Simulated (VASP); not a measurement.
## Li: single point with PBE

The system is Li.

```xyz
2
Lattice="2.9954 -1.9010 0.0000 2.9954 1.9010 0.0000 -2.1787 0.0000 4.1557" Properties=species:S:1:pos:R:3 pbc="T T T"
Li    0.0501    0.0000    0.6358
Li    3.7619    0.0000    3.5199
```

The cell was built by a generator and needn't be a form met in nature.

```json
{"Program": "VASP 6.6.1", "Task": "single point", "Functional": "PBE", "Potentials or basis": "VASP PAW PBE potentials, release 64 (Li_sv)", "Cutoff": "520 eV", "k mesh": "6 × 6 × 4", "Occupations": "gaussian, width 0.1 eV", "Spin": "no spin polarisation"}
```

```yaml
Largest_force: 7.522 eV/Å
Band_gap_on_the_k_mesh: none (metal or under the smearing width)
```

Forces in eV/Å, atoms in the order of the input:
```
Li   0.568  0.000  7.501
Li  -0.568  0.000 -7.501
```

Levels at points of the mesh, in eV from the Fermi level:
```csv
k point,band 1,band 2,band 3,band 4,band 5,band 6
"(0.00, 0.00, 0.00)",-50.93,-48.39,-3.05,3.37,5.25,6.00
"(0.50, 0.00, 0.00)",-50.93,-48.39,-1.06,1.04,4.85,4.92
"(0.50, 0.50, 0.00)",-50.93,-48.39,-0.19,2.26,3.23,3.35
"(0.00, 0.00, 0.50)",-50.93,-48.39,-1.17,-1.14,5.54,6.17
"(0.50, 0.00, 0.50)",-50.93,-48.39,-0.70,1.66,3.50,3.61
"(0.50, 0.50, 0.50)",-50.93,-48.39,-0.95,1.59,4.07,5.39
```

It took 7 s on 1 thread of Intel(R) Xeon(R) 6975P-C (Granite Rapids) (shared host), peak memory 0.16 GiB.

Caveat: the k mesh is coarse (spacing up to 0.38 Å⁻¹), so the values aren't converged; forces of over 1 eV/Å show positions far from the minimum, so gaps and moduli don't describe the material at rest.
